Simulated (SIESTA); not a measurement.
Al2O3:

```
CELL_PARAMETERS angstrom
2.88432 0.00000 0.00000
-1.44216 2.49790 0.00000
0.00000 0.00000 9.33675
ATOMIC_POSITIONS crystal
Al 0.00000 0.00000 0.85001
Al 0.00000 0.00000 0.14999
O 0.33333 0.66667 0.77768
O 0.66667 0.33333 0.00000
O 0.33333 0.66667 0.22232
```

Measurements of this composition are mostly on another form, of space group No. 167.

Base run:

```yaml
Program: SIESTA 5.4.2
Functional: LDA
Potentials_or_basis: PseudoDojo 0.4 standard (LDA files)
Basis: DZP (energy shift 0.003 Ry)
Grid_cutoff: 800 Ry
Energy_shift: 0.003 Ry
k_mesh: 11 × 11 × 3
Occupations: fermi-dirac, width 0.05 eV
Spin: no spin polarisation
```

Its results: band gap on the k mesh 4.80 eV, indirect (least direct gap 5.02 eV); pressure -5.8 GPa; largest force 0.281 eV/Å.

Task: The run is repeated on the same cell with these changes: functional from LDA to PBEsol; potentials or basis from PseudoDojo 0.4 standard (LDA files) to PseudoDojo 0.4 standard (PBEsol files). What comes out?

Result: Band gap on the k mesh 4.75 eV, indirect (least direct gap 4.98 eV); pressure -1.5 GPa; largest force 0.482 eV/Å.

Caveats: the basis of atomic orbitals isn't converged, which shifts pressures, moduli and gaps.

Not every run made on this cell is shown here.
